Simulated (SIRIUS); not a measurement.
Set up this calculation in SIRIUS 7.12.0, as the native input.

* Task: single point
* Functional: N12
* Potentials or basis: PseudoDojo 0.4.1 PBE standard (scalar relativistic)
* Cutoff: 1078 eV
* Density cutoff: 4311 eV
* k mesh: 8 × 8 × 8
* Occupations: fermi-dirac, width 0.05 eV
* Spin: no spin polarisation
* Libxc names: ["XC_GGA_X_N12", "XC_GGA_C_N12"]
* Energy tol: 1e-08 Ha
* Density tol: 1e-06
* Mixer: anderson
* Mixing beta: 0.7
* Max scf: 100
* Radial cutoff for the potentials' integrals: 6.5 bohr

The system is Ge.

```
Ge
1.0
     0.00000    2.82891    2.82891
     2.82891    0.00000    2.82891
     2.82891    2.82891    0.00000
Ge
2
Direct
  0.75000 0.75000 0.75000
  0.50000 0.50000 0.50000
```

These files were run (other wordings do the same):

sirius.json

```json
{
  "control": {
    "processing_unit": "cpu",
    "verbosity": 2,
    "num_bands_to_print": 22,
    "print_forces": true,
    "print_stress": true
  },
  "parameters": {
    "electronic_structure_method": "pseudopotential",
    "xc_functionals": ["XC_GGA_X_N12", "XC_GGA_C_N12"],
    "gk_cutoff": 8.9,
    "pw_cutoff": 17.8,
    "ngridk": [8, 8, 8],
    "shiftk": [0, 0, 0],
    "smearing": "fermi_dirac",
    "smearing_width": 0.0018374661,
    "num_bands": 22,
    "num_mag_dims": 0,
    "num_dft_iter": 100,
    "energy_tol": 1e-08,
    "density_tol": 1e-06
  },
  "iterative_solver": {
    "type": "davidson",
    "min_tolerance": 1e-10
  },
  "mixer": {
    "type": "anderson",
    "beta": 0.7,
    "max_history": 8
  },
  "settings": {
    "tol_ne": 1e-10,
    "pseudo_grid_cutoff": 6.5
  },
  "unit_cell": {
    "lattice_vectors": [
      [0.0, 5.345865131215, 5.345865131215],
      [5.345865131215, 0.0, 5.345865131215],
      [5.345865131215, 5.345865131215, 0.0]
    ],
    "atom_coordinate_units": "lattice",
    "atom_types": ["Ge"],
    "atom_files": {
      "Ge": "Ge.json"
    },
    "atoms": {
      "Ge": [
        [0.75, 0.75, 0.75],
        [0.5, 0.5, 0.5]
      ]
    }
  }
}
```

Potentials or basis: PseudoDojo 0.4.1 PBE standard (scalar relativistic).

The run is started by

```bash
$ upf_to_json Ge.upf
$ OMP_NUM_THREADS=1 sirius.scf --input=sirius.json --output=out.json --task=0
```

Results of the run:

| Property | Result |
| --- | --- |
| Pressure | 0.6 GPa |
| Band gap on the k mesh | 0.00 eV |

Caveat: the potentials were made for another functional, which shifts forces and pressure.

It took 34 s on 1 thread of Intel(R) Xeon(R) Platinum 8375C CPU @ 2.90GHz (Ice Lake), with other jobs on the host, peak memory 0.28 GiB.
